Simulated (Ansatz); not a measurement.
Relaxed Li$_{2}$O (anti-fluorite):

```
Li2O
1.0
    0.00000     4.62614     4.62614
    2.31307     2.31307     4.62614
    2.31307     2.31307     0.00000
O Li
2 4
Direct
  0.00000   0.00000   0.00000
  0.50000   0.00000   0.00000
  0.00000   0.25000   0.25000
  0.50000   0.25000   0.25000
  0.00000   0.75000   0.75000
  0.50000   0.75000   0.75000
```

A phonon eigenvector at X = (0.5, 0.5, 0.0) is frozen into this cell: atom i moves by Q times the vector below, so Q is the largest atomic displacement, in Å. The cell is held. It is one choice among 2 degenerate patterns. (q is in reciprocal vectors of the primitive cell; the cell shown is doubled to hold the pattern.)

```json
[
 {"atom": "Li3", "x": "0.000", "y": "1.000", "z": "0.000"},
 {"atom": "Li4", "x": "0.000", "y": "-1.000", "z": "0.000"},
 {"atom": "Li5", "x": "0.000", "y": "-1.000", "z": "0.000"},
 {"atom": "Li6", "x": "0.000", "y": "1.000", "z": "0.000"}
]
```

Atoms not listed stay in place.

Method: PBE (plane waves to 420 eV, PAW, scalar-relativistic; Ansatz, a program for electronic structure). k mesh 12×12×12 (Γ-centred), Fermi-Dirac smearing 0.05 eV. The energy includes the smearing's −TS. Li2O was relaxed with its symmetry unable to fall. ΔE is measured from the undisplaced structure.

| Q (Å) | ΔE (eV/cell) |
|---|---|
| -0.100 | 0.0349 |
| -0.067 | 0.0154 |
| -0.033 | 0.0038 |
| 0.000 | 0.0000 |
| 0.033 | 0.0038 |
| 0.067 | 0.0154 |
| 0.100 | 0.0349 |

Problem. Which DFPT wavenumber at X = (0.5, 0.5, 0.0) belongs to this mode?
(A) 460 cm⁻¹
(B) 714 cm⁻¹
(C) 260 cm⁻¹
(D) 215 cm⁻¹

Solution. C, 260 cm⁻¹. The curvature of the scan gives 260 cm⁻¹

(A displaced cell: forces are minus the slopes of the energy, force constants its curvatures, and phonons follow from these.)
